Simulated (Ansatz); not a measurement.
Pb under changes of volume

One of the cells (31.034 Å³/atom); the others are scaled copies at fixed shape and fractional positions:

```
Pb
1.0
    -1.97966    1.97966    1.97966
     1.97966   -1.97966    1.97966
     1.97966    1.97966   -1.97966
Pb
1
Direct
  0.00000 0.00000 0.00000
```

This isn't the form of Pb at room conditions, which is fcc.

```yaml
Program: Ansatz 0.2.0
Functional: LDA
Potentials_or_basis: all-electron LAPW, scalar-relativistic
Cutoff: 163 eV (chosen from the basis error)
Basis_error_allowed: 0.001 eV/atom
k_mesh: 9 × 9 × 9
Occupations: fermi-dirac, width 0.05 eV
Spin: no spin polarisation
```

```tsv
volume (Å³/atom)	energy over the lowest point (meV/atom)	pressure (GPa)
29.172	0.00	-0.8
29.792	5.35	-1.8
30.413	14.40	-2.7
31.034	26.64	-3.4
31.654	41.62	-4.0
32.275	?	?
32.896	77.99	-5.0
```

Question: What does the run at 32.275 Å³/atom give?

Answer: Energy over the lowest point 58.87 meV/atom; pressure -4.6 GPa.

Worked out: A Birch-Murnaghan fit of order 3 (a polynomial in V^(-2/3)) to the other rows has its minimum at 28.73 Å³/atom, just outside them, with B0 = V·E''(V) = 58 GPa and B' = 6.2. It gives 58.84 meV/atom at 32.275 Å³/atom, against the run's 58.87, and -dE/dV = -4.7 GPa, against -4.6.

Energies are extrapolated to zero smearing.
